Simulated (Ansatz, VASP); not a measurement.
## GaP: VASP beside Ansatz

Aim: how closely do two programs agree when they are given the same cell, functional and k mesh?

Method: plane waves, with VASP 6.6.1 beside it; band structure at HSE06 and band structure at PBE0, in Ansatz 0.2.0.

### 1. The structure

The structure is cubic, space group F-43m (No. 216). Conventional cell: a = 5.451 Å, b = 5.451 Å, c = 5.451 Å, α = 90.00°, β = 90.00°, γ = 90.00°. Ga has 4 P at 2.36 Å nearest. Nearest to P lie 4 Ga at 2.36 Å. Farther neighbours are not listed.

### 2. Ansatz: band structure, HSE06

Ansatz runs on its default PAW (the set named soft_2) files.

The same path points are solved in both programs, so levels can be compared one by one.

Input file input.yaml:

```yaml
crystal:
  lattice:
    - [0.0, 2.72525, 2.72525]
    - [2.72525, 0.0, 2.72525]
    - [2.72525, 2.72525, 0.0]
  atoms:
    - { symbol: Ga, position: [0.0, 0.0, 0.0] }
    - { symbol: P, position: [0.25, 0.25, 0.25] }
hamiltonian:
  xc: { exchange: pbe, correlation: pbe, exx: { coeff: 0.25, omega: 0.2 } }
  pseudopotentials: { kind: paw }
kpoints:
  mp_grid: { grid: [4, 4, 4] }
  band_path:
    path:
      - [0.0, 0.0, 0.0]
      - [0.4, 0.0, 0.4]
      - [0.5, 0.0, 0.5]
      - [0.5, 0.2, 0.7]
      - [0.4, 0.35, 0.75]
      - [0.15, 0.15, 0.3]
      - [0.2, 0.2, 0.2]
      - [0.55, 0.4, 0.55]
      - [0.6, 0.25, 0.65]
      - [0.5, 0.25, 0.75]
      - [0.5, 0.5, 0.5]
      - [0.375, 0.375, 0.75]
      - [0.5, 0.0, 0.5]
    npoints: 1
scf:
  occupations: { method: gaussian, width: 0.02 }
  n_extra_bands: 7
output:
  forces: true
  stress: true
  eigenvalues: true
```

Started as:

```console
$ ansatz run input.yaml --threads 4 --pin off --max-ram 9216MiB --backend cpu --events-out ev --progress --plain --runs-dir out
```

Numbers of over 12 decimals in the logs are rounded to 6 here.

The program printed:

```text
Warning: output.stress: scf.convergence.dr2_threshold = 1e-7 eV (the SCF's general default) is looser than the 2e-10 eV advised for a printed stress (1e-10 eV for each atom of the cell: 2). What an SCF threshold leaves in a stress goes as its square root, and in the free energy as the threshold itself, and one threshold admits the most on a small cell: [figures from the program's tests cut] Set scf.convergence.dr2_threshold to 2e-10 eV or tighter. The threshold is an SCF's pass mark: one that does not reach it within its budget of iterations ends unconverged, or closes short of it on a stop that the run arms, and scf.convergence.dr2_threshold's page says what that costs each kind of run
Warning: output.stress: scf.exx.energy_threshold = 1e-6 eV is looser than the 2e-8 eV advised for a stress under a hybrid functional (1e-8 eV for each atom of the cell: 2). Every SCF of the exchange loop can meet its threshold on dr2 while the loop round them stops early: no threshold on dr2 bounds what that leaves in the stress. Set scf.exx.energy_threshold to 2e-8 eV or tighter. The threshold is the loop's pass mark: a loop that does not reach it within its budget of cycles ends unconverged, and scf.exx.energy_threshold's page has the law
scf.n_extra_bands = 7 over 9 filled bands (N_el = 18.0): the run solves 16 bands
Engine: ansatz 0.2.0, x86_64-unknown-linux-gnu
Pseudopotentials: kind: paw
Pseudopotential: Ga, paw, valence charge 13, recommended cutoff 420 eV (normal), Ga.paw.azcp
Pseudopotential: P, paw, valence charge 5, recommended cutoff 420 eV (normal), P.paw.azcp
Functional definition: unnamed
  parameter a_1 = 0.25
  parameter omega_1 = 0.2/angstrom
  exchange = pbe_x + (-a_1)*pbe_x_sr(omega_1) + a_1*exact_x_sr(omega_1)
  correlation = pbe_c
Crystal: 2 atoms, lattice volume = 40.481 Å³
Basis set: ecut = 420 eV, 749 PW (Γ), exchange–correlation on 54×54×54 points (8 copies of the dense FFT grid, shifted against one another)
Bands: 16, of which v1, the nominal top of the filled ones, is band 9 counted from 1 (8 counted from 0)
Symmetry: 24 space group operations
Space group: F-43m (ITA 216), of the structure as read, at distance tolerance 3.4e-5 Å
k-points: 8 of 64 (time reversal used)
Non-local potential: Ga, projectors of the file, l = 0: 2, l = 1: 2, l = 2: 3, l = 3: 1
Non-local potential: P, projectors of the file, l = 0: 2, l = 1: 2, l = 2: 2
PAW form: soft (Blöchl's): semilocal exchange-correlation on the pseudo side does not see the compensation charge
PAW frozen core: Ga, regenerated for the run's functional, and the local potential with it (the file was generated under x = pbe(κ = 0.804, μ = 0.219515), c = pbe(β = 0.066725))
PAW frozen core: P, regenerated for the run's functional, and the local potential with it (the file was generated under x = pbe(κ = 0.804, μ = 0.219515), c = pbe(β = 0.066725))
PAW one-centre angular grid: Ga, 590 points (default); XC on 64 Gauss nodes
PAW one-centre angular grid: P, 110 points (default); XC on 64 Gauss nodes
Initial density: superposition of atomic densities (neutral atoms: chi_scale 0, normalization atom), corrected by the library's trained network
Initial wavefunctions: pseudopotential atomic-orbital guess
Functional: x = pbe(κ = 0.804, μ = 0.219515), c = pbe(β = 0.066725), warm-up for x = pbe(κ = 0.804, μ = 0.219515) + 0.25 (exact − pbe) at short range (hse, ω = 0.2 Å⁻¹), c = pbe(β = 0.066725)
SCF iter   1: F=—  HF=-4539.406207 eV  |F-HF|=—  |Δ(HF+E_count)|=         —  Δρ=1.17e-3  dr2=2.97e-4  ethr=1.77e-3  ⟨swp⟩=11.8  Hψ=633  notcnv=0
preconditioner: auto → none  [insulator: Δε(μ)=1.635 eV  Ē_g=18.063 eV  σ=0.020 eV  W_gap=1.00  n_scr=14 (ndim 8)  ℏωp=24.8 eV  f_vac=0.011  D(μ)=0.00/eV (n_scr^D=0)]
SCF iter   2: F=-4539.406417 eV  HF=-4539.406379 eV  |F-HF|=3.88e-5  |Δ(HF+E_count)|=   1.72e-4  Δρ=4.54e-4  dr2=3.69e-5  ethr=1.65e-6  ⟨swp⟩=4.6  Hψ=399  notcnv=0  defer=3
SCF 1 stopped early in 2 iterations: F = -4539.406417 eV  dr2 = 3.69e-5
  greatest PAW one-centre occupation: 0.994 electrons in one spin orbital (limit 2), on the Ga atom at site 0 (counted from 0), in its partial waves of l = 2
Initial density: handed on by an earlier stage of this run
Initial wavefunctions: those handed on with the density
Functional: x = pbe(κ = 0.804, μ = 0.219515) + 0.25 (exact − pbe) at short range (hse, ω = 0.2 Å⁻¹), c = pbe(β = 0.066725)
Exchange kernel: α = 0.2500, screened, ω = 0.2000 Å⁻¹, Wigner–Seitz truncation, v(0) = 1095.2650 eV·Å³, q-mesh 4×4×4, nearest image of the exchange supercell L = 15.42 Å, pair-density grid 15×15×15, without the augmentation charges, whose exchange is taken in its separable form by FFT convolution over the k-point mesh (sized by the pseudopotential files, 24×24×24 at the most), smooth part of the exact exchange by density-matrix convolution
Frozen-core exchange: fock
SCF iter   1: F=—  HF=-4540.498177 eV  |F-HF|=—  |Δ(HF+E_count)|=         —  Δρ=1.33e-2  dr2=2.86e-2  ethr=2.05e-6  ⟨swp⟩=6.2  Hψ=616  notcnv=0
preconditioner: auto → none  [insulator: Δε(μ)=2.306 eV  Ē_g=21.024 eV  σ=0.020 eV  W_gap=1.00  n_scr=14 (ndim 8)  ℏωp=24.8 eV  f_vac=0.013  D(μ)=0.00/eV (n_scr^D=0)]
SCF iter   2: F=—  HF=-4540.484193 eV  |F-HF|=—  |Δ(HF+E_count)|=   1.40e-2  Δρ=2.70e-3  dr2=2.49e-3  ethr=2.05e-6  ⟨swp⟩=4.1  Hψ=452  notcnv=0
SCF iter   3: F=—  HF=-4540.490032 eV  |F-HF|=—  |Δ(HF+E_count)|=   5.84e-3  Δρ=3.22e-3  dr2=1.50e-3  ethr=2.05e-6  ⟨swp⟩=4.1  Hψ=392  notcnv=0
SCF iter   4: F=—  HF=-4540.489883 eV  |F-HF|=—  |Δ(HF+E_count)|=   1.49e-4  Δρ=1.18e-3  dr2=2.80e-4  ethr=2.05e-6  ⟨swp⟩=3.0  Hψ=244  notcnv=0
iter 5 solved again at ethr=2.18e-8 eV; its pass at ethr=1.01e-6 eV (dr2=3.93e-6 eV) is discarded
SCF iter   5: F=—  HF=-4540.489890 eV  |F-HF|=—  |Δ(HF+E_count)|=   6.91e-6  Δρ=9.88e-5  dr2=1.22e-5  ethr=2.18e-8  ⟨swp⟩=3.1  Hψ=431  notcnv=0
SCF iter   6: F=—  HF=-4540.490048 eV  |F-HF|=—  |Δ(HF+E_count)|=   1.59e-4  Δρ=2.04e-4  dr2=7.58e-6  ethr=2.05e-8  ⟨swp⟩=4.2  Hψ=352  notcnv=0  defer=1
SCF iter   7: F=-4540.490041 eV  HF=-4540.490041 eV  |F-HF|=9.40e-9  |Δ(HF+E_count)|=   7.06e-6  Δρ=8.34e-6  dr2=6.27e-8  ethr=2.05e-8  ⟨swp⟩=4.0  Hψ=308  notcnv=0
SCF 2 converged in 7 iterations: F = -4540.490041 eV  dr2 = 6.27e-8
  greatest PAW one-centre occupation: 0.995 electrons in one spin orbital (limit 2), on the Ga atom at site 0 (counted from 0), in its partial waves of l = 2
hybrid outer 1: dexx = +7.285e-3 eV, tail = 2.05e-5 eV
Exchange kernel: α = 0.2500, screened, ω = 0.2000 Å⁻¹, Wigner–Seitz truncation, v(0) = 1095.2650 eV·Å³, q-mesh 4×4×4, nearest image of the exchange supercell L = 15.42 Å, pair-density grid 15×15×15, without the augmentation charges, whose exchange is taken in its separable form by FFT convolution over the k-point mesh (sized by the pseudopotential files, 24×24×24 at the most), smooth part of the exact exchange by density-matrix convolution
Frozen-core exchange: fock
SCF iter   1: F=—  HF=-4540.489893 eV  |F-HF|=—  |Δ(HF+E_count)|=         —  Δρ=5.07e-5  dr2=1.50e-6  ethr=5.70e-7  ⟨swp⟩=4.4  Hψ=318  notcnv=0
preconditioner: auto → none  [insulator: Δε(μ)=2.322 eV  Ē_g=20.829 eV  σ=0.020 eV  W_gap=1.00  n_scr=14 (ndim 8)  ℏωp=24.8 eV  f_vac=0.013  D(μ)=0.00/eV (n_scr^D=0)]
SCF iter   2: F=—  HF=-4540.489893 eV  |F-HF|=—  |Δ(HF+E_count)|=   3.70e-7  Δρ=1.40e-5  dr2=1.18e-7  ethr=8.00e-9  ⟨swp⟩=3.6  Hψ=256  notcnv=0
SCF iter   3: F=—  HF=-4540.489893 eV  |F-HF|=—  |Δ(HF+E_count)|=   4.54e-7  Δρ=1.02e-5  dr2=4.47e-8  ethr=2.41e-10  ⟨swp⟩=4.0  Hψ=320  notcnv=0  defer=2
SCF iter   4: F=-4540.489893 eV  HF=-4540.489893 eV  |F-HF|=2.87e-9  |Δ(HF+E_count)|=   1.15e-8  Δρ=7.87e-7  dr2=1.55e-9  ethr=2.22e-10  ⟨swp⟩=2.9  Hψ=220  notcnv=0
SCF 3 converged in 4 iterations: F = -4540.489893 eV  dr2 = 1.55e-9
  Residual-converged pass: ⟨swp⟩=3.0  Hψ=242  notcnv=0  max |occ|·‖R‖ = 2.2e-6 eV (tolerance 2.4e-6 eV)  dr2=1.55e-9  dr2_onsite=3.98e-9  max |Δocc| = 0.0e0
hybrid outer 2: dexx = +4.556e-7 eV, tail = 2.10e-8 eV, Δε = 2.62e-3 eV (about 9.59e-5 eV left of the loop's levels)
NSCF: frozen V_eff on 13 k-points
hybrid SCF converged: 2 outer / 11 inner (+2 warm-up), last move |dexx| = 4.56e-7 eV, tail = 2.10e-8 eV
Stability not checked: this state was not tested for a lower state beside it, because the functional holds exact exchange (a hybrid, or Hartree-Fock), whose exchange loop this test does not read (fock_operator; see scf.lower_state_search)
Free energy (F): -4540.489893 eV
Frozen-core exchange: fock
Harris-Foulkes:  -4540.489893 eV  (|F-HF|=2.87e-9)
Internal energy: -4540.489893 eV  (E = F + TS)
E sigma→0 (E₀):  -4540.489893 eV
Fermi energy:    7.816878 eV
--- Per-component energies (eV) ---
  E_band       = -95.597302
  E_kinetic    = 185.754081
  E_local      = -2204.584989  (includes V_loc(G=0)·N_el)
  E_nonlocal   = 460.178674
  E_hartree    = 1023.045104
  E_xc         = -105.507205
  E_vxc        = -95.745072  (∫ρ·V_xc dr)
  E_exx        = -56.593020  (= α·E_x^exact, valence–valence)
  E_paw        = -2530.175060  (= ΣΔE_a)
  E_vpaw       = -374.103509  (= ΣTr[D̂ρ^β])
  E_aug_tail   = -0.000107  (compensation charges beyond the density's cutoff)
  E_ewald      = -1312.644944
  E_core_change = 0.037573  (= ΣΔE_core)
  E_smearing   = -0.000000  (= −TS)
  E_closure    = -0.000002  (closes the sum)
  Σ components = -4540.489893   (vs F -4540.489893, Δ=0.00e0)
--- Forces (eV/Å), atoms counted from 1 ---
  atom   1  Ga     0.00000000    -0.00000000     0.00000000
  atom   2  P     -0.00000000     0.00000000     0.00000000
  max |Σ_I F_I| component: 1.48e-16 eV/Å
--- Stress (GPa, compression-positive) ---
        1.128551      -0.000000      -0.000000
       -0.000000       1.128551       0.000000
       -0.000000       0.000000       1.128551
  P = ⅓ Tr σ = 1.1286 GPa (11.286 kbar)
--- Band table (eV; the first three rows and the last of 8) ---
  k-point 0: bands = [... 5 lower, -7.1106, 6.6556, 6.6556, 6.6556, 9.5180, 11.4494, 11.4494, 11.4494, ... 3 higher]
  k-point 1: bands = [... 5 lower, -6.2769, 2.4982, 5.9465, 5.9465, 9.7405, 12.3576, 12.3576, 14.1033, ... 3 higher]
  k-point 2: bands = [... 5 lower, -4.8804, -0.5749, 5.4417, 5.4417, 9.2135, 12.2923, 12.2923, 15.9367, ... 3 higher]
  k-point 7: bands = [... 5 lower, -3.8049, -0.4269, 2.7689, 2.9694, 12.1899, 12.6660, 13.7208, 13.8168, ... 3 higher]
```

It took 10 s on 4 threads of AMD EPYC 7R13 (Zen 3), shared host; peak memory 0.63 GiB.

In the SCF lines HF is the Harris–Foulkes energy and dr2 the Hartree energy of the density residual, in eV; the loop may stop once dr2 is under the threshold and the program's other checks hold. Hψ counts applications of the Hamiltonian.

### 3. VASP: band structure, HSE06

The same cell, functional, mesh and smearing now go to VASP, with its own data sets and cutoff.

Lines of VASP's logs that name or quote its potential files are left out, and so is its time.

The run reads the wave functions of an earlier VASP run, which isn't shown here.

Input file INCAR:

```
SYSTEM = GaP
PREC = Accurate
ENCUT = 400
EDIFF = 1E-06
NELM = 100
ISMEAR = 0
SIGMA = 0.02
LREAL = .FALSE.
ALGO = Normal
LHFCALC = .TRUE.
AEXX = 0.25
GGA = PE
HFSCREEN = 0.2
LASPH = .TRUE.
NBANDS = 15
PRECFOCK = Fast
LORBIT = 11
LWAVE = .FALSE.
LCHARG = .FALSE.
KPAR = 4
```

Input file POSCAR:

```
GaP
1.0
    0.0000000000      2.7252500000      2.7252500000
    2.7252500000      0.0000000000      2.7252500000
    2.7252500000      2.7252500000      0.0000000000
Ga P
1 1
Direct
    0.0000000000      0.0000000000      0.0000000000
    0.2500000000      0.2500000000      0.2500000000
```

Input file KPOINTS:

```
Automatic mesh
0
Gamma
4 4 4
0 0 0
```

Input file KPOINTS_OPT:

```
Line mode
6
Line-mode
Reciprocal
  0.00000000   0.00000000   0.00000000 GAMMA
  0.50000000   0.00000000   0.50000000 X

  0.50000000   0.00000000   0.50000000 X
  0.50000000   0.25000000   0.75000000 W

  0.50000000   0.25000000   0.75000000 W
  0.37500000   0.37500000   0.75000000 K

  0.37500000   0.37500000   0.75000000 K
  0.00000000   0.00000000   0.00000000 GAMMA

  0.00000000   0.00000000   0.00000000 GAMMA
  0.50000000   0.50000000   0.50000000 L

  0.50000000   0.50000000   0.50000000 L
  0.62500000   0.25000000   0.62500000 U

  0.62500000   0.25000000   0.62500000 U
  0.50000000   0.25000000   0.75000000 W

  0.50000000   0.25000000   0.75000000 W
  0.50000000   0.50000000   0.50000000 L

  0.50000000   0.50000000   0.50000000 L
  0.37500000   0.37500000   0.75000000 K

  0.62500000   0.25000000   0.62500000 U
  0.50000000   0.00000000   0.50000000 X
```

Potentials, in the order of the species: Ga_d and P (PBE family, release 64).

Started as:

```console
$ mpirun -np 4 vasp_std
```

The program printed:

```text
[banner, memory and clock lines left out]
running    4 mpi-ranks, on    1 nodes
 distrk:  each k-point on    1 cores,    4 groups
 distr:  one band on    1 cores,    1 groups

 POSCAR found type information on POSCAR GaP
 POSCAR found :  2 types and       2 ions
 LDA part: xc-table for (Slater+PW92), standard interpolation
 found WAVECAR, reading the header
 POSCAR, INCAR and KPOINTS ok, starting setup
 FFT: planning ... GRIDC
 FFT: planning ... GRID_SOFT
 FFT: planning ... GRID
 reading WAVECAR
 the WAVECAR file was read successfully
 initial charge from wavefunction
 entering main loop
       N       E                     dE             d eps       ncg     rms          rms(c)
DAV:   1    -0.107027745760E+02   -0.10703E+02   -0.52908E-01   335   0.166E+01    0.131E+00
DAV:   2    -0.106975441278E+02    0.52304E-02   -0.55043E-02   337   0.379E+00    0.108E+00
DAV:   3    -0.106960252117E+02    0.15189E-02   -0.58704E-03   310   0.140E+00    0.630E-01
DAV:   4    -0.106957634534E+02    0.26176E-03   -0.93192E-04   320   0.330E-01    0.337E-01
DAV:   5    -0.106956800806E+02    0.83373E-04   -0.10119E-04   261   0.823E-02    0.192E-01
DAV:   6    -0.106956568819E+02    0.23199E-04   -0.20206E-05   290   0.383E-02    0.107E-01
DAV:   7    -0.106956483183E+02    0.85637E-05   -0.31903E-06   275   0.167E-02    0.598E-02
DAV:   8    -0.106956448201E+02    0.34982E-05   -0.92385E-07   190   0.828E-03    0.332E-02
DAV:   9    -0.106956434742E+02    0.13458E-05   -0.49034E-07   120   0.560E-03    0.172E-02
DAV:  10    -0.106956429980E+02    0.47620E-06   -0.18914E-07   120   0.348E-03
   1 F= -.10695643E+02 E0= -.10695643E+02  d E =-.154640E-28
 Start KPOINTS_OPT (optional k-point list driver)
k-point batch [1-8\60]
       N       E                     dE             ncg
DAV:   1    -0.302540610513E+03   -0.30875E+04      248
DAV:   2    -0.102554438010E+04   -0.72300E+03      254
DAV:   3    -0.108174723929E+04   -0.56203E+02      303
DAV:   4    -0.108310022872E+04   -0.13530E+01      310
DAV:   5    -0.108312392656E+04   -0.23698E-01      338
DAV:   6    -0.108312466822E+04   -0.74166E-03      379
DAV:   7    -0.108312468465E+04   -0.16428E-04      323
DAV:   8    -0.108312468555E+04   -0.90319E-06      291
[...]
k-point batch [57-60\60]
       N       E                     dE             ncg
DAV:   1     0.225552706867E+04   -0.26256E+04      120
DAV:   2     0.189520755389E+04   -0.36032E+03      127
DAV:   3     0.187023200082E+04   -0.24976E+02      148
DAV:   4     0.186970329987E+04   -0.52870E+00      169
DAV:   5     0.186969379190E+04   -0.95080E-02      177
DAV:   6     0.186969344335E+04   -0.34855E-03      193
DAV:   7     0.186969343972E+04   -0.36265E-05      176
DAV:   8     0.186969343969E+04   -0.30181E-07      144
```

From OUTCAR (step 3):

```text
ion  position               nearest neighbor table
   1  0.000  0.000  0.000-   2 2.36   2 2.36   2 2.36   2 2.36
   2  0.250  0.250  0.250-   1 2.36   1 2.36   1 2.36   1 2.36

  LATTYP: Found a face centered cubic cell.
 ALAT       =     5.4505000000

 Subroutine GETGRP returns: Found 24 space group operations
 (whereof 24 operations were pure point group operations)

The static configuration has the point symmetry T_d .

 Found      8 irreducible k-points:

   k-points           NKPTS =      8   k-points in BZ     NKDIM =     64   number of bands    NBANDS=     15

   dimension x,y,z NGX =    28 NGY =   28 NGZ =   28
   dimension x,y,z NGXF=    56 NGYF=   56 NGZF=   56

   ENCUT  =  400.0 eV  29.40 Ry    5.42 a.u.   6.29  6.29  6.29*2*pi/ulx,y,z

   NELECT =      18.0000    total number of electrons

 k-points in reciprocal lattice and weights: Automatic mesh
   0.00000000  0.00000000  0.00000000       0.016
   0.25000000  0.00000000  0.00000000       0.125
   0.50000000  0.00000000  0.00000000       0.062
   0.25000000  0.25000000  0.00000000       0.094
   0.50000000  0.25000000  0.00000000       0.375
  -0.25000000  0.25000000  0.00000000       0.188
   0.50000000  0.50000000  0.00000000       0.047
  -0.25000000  0.50000000  0.25000000       0.094

  exchange ACFDT corr.  =         0.00000000  see jH, gK, PRB 81, 115126

 average (electrostatic) potential at core
       1 -58.3509       2 -79.7711

 E-fermi :   4.3717

 k-point     1 :       0.0000    0.0000    0.0000
  band No.  band energies     occupation
    ...
      5     -12.7534      2.00000
      6      -9.5480      2.00000
      7       4.2183      2.00000
      8       4.2183      2.00000
      9       4.2183      2.00000
     10       7.0772      0.00000
     11       9.0165      0.00000
     12       9.0165      0.00000
     13       9.0165      0.00000
     14      14.1173      0.00000
    ...

 k-point     2 :       0.2500    0.0000    0.0000
  band No.  band energies     occupation
    ...
      5     -12.7528      2.00000
      6      -8.7135      2.00000
      7       0.0626      2.00000
      8       3.5099      2.00000
      9       3.5099      2.00000
     10       7.3025      0.00000
     11       9.9268      0.00000
     12       9.9268      0.00000
     13      11.6711      0.00000
     14      14.2685      0.00000
    ...

 k-point     3 :       0.5000    0.0000    0.0000
  band No.  band energies     occupation
    ...
      5     -12.7483      2.00000
      6      -7.3176      2.00000
      7      -3.0080      2.00000
      8       3.0058      2.00000
      9       3.0058      2.00000
     10       6.7750      0.00000
     11       9.8628      0.00000
     12       9.8628      0.00000
     13      13.5114      0.00000
     14      16.4171      0.00000
    ...

  energy-cutoff  :      400.00
  volume of cell :       40.48
      direct lattice vectors                 reciprocal lattice vectors
     0.000000000  2.725250000  2.725250000    -0.183469406  0.183469406  0.183469406
     2.725250000  0.000000000  2.725250000     0.183469406 -0.183469406  0.183469406
     2.725250000  2.725250000  0.000000000     0.183469406  0.183469406 -0.183469406

 POSITION                                       TOTAL-FORCE (eV/Angst)
 -----------------------------------------------------------------------------------
      0.00000      0.00000      0.00000        -0.000000     -0.000000     -0.000000
      1.36262      1.36262      1.36262         0.000000      0.000000      0.000000
 -----------------------------------------------------------------------------------
    total drift:                               -0.000032     -0.000038     -0.000017

  FREE ENERGIE OF THE ION-ELECTRON SYSTEM (eV)
  ---------------------------------------------------
  free  energy   TOTEN  =       -10.6956429980 eV

  energy  without entropy=      -10.6956429980  energy(sigma->0) =      -10.69564300

 total charge
# of ion       s       p       d       tot
------------------------------------------
    1        0.814   0.858  10.031  11.703
    2        1.004   1.566   0.000   2.570
--------------------------------------------------
tot          1.818   2.424  10.031  14.272

[... 3 further parts left out ...]
```

Spin-orbit coupling is off here; it would split degenerate levels.

[end of part 1 of 2]

[Lines on the potential files, build, host, timing and source positions are cut from VASP's logs without a mark.]

[Logs are printed without paths, hosts, clocks, repeated set-up lines and the standing remarks that a program may print on its own settings, such as how far it seeks lower states.]

[Hosts, paths, dates, database ids (printed as entryN), source tags and the programs' standing remarks are cut or masked in the printed files.]
